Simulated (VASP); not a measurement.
# K: equation of state with PBE

The system is K.

```
K
1.0
     0.00000    3.39187    3.39187
     3.39187    0.00000    3.39187
     3.39187    3.39187    0.00000
K
1
Direct
  0.00000 0.00000 0.00000
```

This isn't the form of K at room conditions, which is bcc.

| Quantity | Value |
| --- | --- |
| Program | VASP 6.6.1 |
| Task | equation of state |
| Functional | PBE |
| Potentials or basis | VASP PAW PBE potentials, release 64 (K_sv) |
| Cutoff | 520 eV |
| k mesh | 7 × 7 × 7 |
| Occupations | fermi-dirac, width 0.05 eV |
| Spin | no spin polarisation |

```
Equilibrium volume                      : 73.69 Å³/atom
Bulk modulus                            : 3.6 GPa
Pressure derivative of the bulk modulus : 3.7 (rough: it moves with the points fitted)
```

Energy against volume, from the lowest point:
| volume (Å³/atom) | energy (meV/atom) |
| --- | --- |
| 73.363 | 0.00 |
| 74.924 | 0.21 |
| 76.485 | 1.10 |
| 78.046 | 2.61 |
| 79.607 | 4.67 |
| 81.167 | 7.26 |
| 82.728 | 10.28 |

All runs of the series together: 75 s on 1 thread of Intel(R) Xeon(R) 6975P-C (Granite Rapids), with other jobs on the host.
